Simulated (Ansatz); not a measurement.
MnS: single point with HSE06 form with a typed share of exact exchange

The system is MnS.

```
CELL_PARAMETERS angstrom
1.83000 1.05655 2.97092
-1.83000 1.05655 2.97092
0.00000 -2.11310 2.97092
ATOMIC_POSITIONS crystal
Mn 0.00000 0.00000 0.00000
S 0.50000 0.50000 0.50000
```

The cell is a database's computed one.

```json
{
 "Program": "Ansatz 0.2.0",
 "Task": "single point",
 "Functional": "HSE06 form with a typed share of exact exchange",
 "Potentials or basis": "Ansatz PAW",
 "Cutoff": "420 eV (not typed: the program's choice for these potentials)",
 "k mesh": "5 × 5 × 5",
 "Occupations": "fermi-dirac, width 0.05 eV",
 "Spin": "collinear spin, ferromagnetic start",
 "Starting moments": "[4.0, 0.0] μB",
 "Share of exact exchange": "0.35"
}
```

- Pressure: 4.6 GPa
- Band gap on the k mesh: 1.73 eV, indirect (least direct gap 4.33 eV)
- Net moment: 5.00 μB per cell
- Absolute moment: 5.00 μB per cell
- Site moments: Mn +4.53; S +0.14 μB

Stress tensor (GPa, compression positive):
```
4.43 0.00 0.00
0.00 4.43 0.00
0.00 0.00 5.01
```

Levels at points of the mesh, in eV from the valence-band top:
Spin up:
```
           k point  band 11  band 12  band 13  band 14  band 15  band 16
(0.00, 0.00, 0.00)    -1.67    -1.67    -1.61     3.69    10.31    10.31
```
Spin down:
| k point | band 5 | band 6 | band 7 | band 8 | band 9 | band 10 | band 11 | band 12 |
| --- | --- | --- | --- | --- | --- | --- | --- | --- |
| (0.00, 0.00, 0.00) | -15.90 | -1.26 | -1.26 | -1.21 | 3.50 | 3.50 | 3.55 | 3.64 |

Run time: 24 s on 2 threads of Arm Neoverse V2, with other jobs on the host, peak memory 0.78 GiB.

Caveat: the k mesh is coarse (spacing up to 0.42 Å⁻¹), so the values aren't converged, least of all with exact exchange; the magnetic or orbital state may not be the lowest; odd divisions of the mesh miss points on the zone boundary, where band edges often lie, so the gap on the mesh can be too wide; a cell with one magnetic atom can't hold antiferromagnetic order, which such compounds often take; the PAW data sets come from PBE, with cores solved anew for the run's functional, which leaves a small shift of forces and pressure; the thresholds are loose for stress. A k mesh can miss the band edges.
